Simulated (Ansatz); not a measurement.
Input of an Ansatz 0.2.0 run:

File input.yaml:

```yaml
crystal:
  lattice: { a: 4.85, b: 4.85, c: 4.85, alpha: 90.0, beta: 90.0, gamma: 90.0 }
  space_group: 216
  reduce_to_primitive: true
  atoms:
    - { symbol: S, wyckoff: "4c", position: [0.25, 0.25, 0.25] }
    - { symbol: Be, wyckoff: "4a", position: [0.0, 0.0, 0.0] }
hamiltonian:
  xc: r2scan
  pseudopotentials: { kind: nc }
  dispersion: rvv10
kpoints:
  mp_grid: { grid: [9, 9, 9] }
scf:
  occupations: { method: fermi_dirac, width: 0.01 }
output:
  forces: true
  stress: true
  eigenvalues: true
```

Potentials or basis: Ansatz NC.

Run with:

```sh
$ ansatz run input.yaml --threads 1 --pin off --max-ram 2560MiB --backend cpu --events-out ev --progress --plain --runs-dir out
```

What does it give for the band gap on the k mesh?

3.62 eV, indirect (least direct gap 6.23 eV).

Caveat: odd divisions of the mesh miss points on the zone boundary, where band edges often lie, so the gap on the mesh can be too wide. A k mesh can miss the band edges.
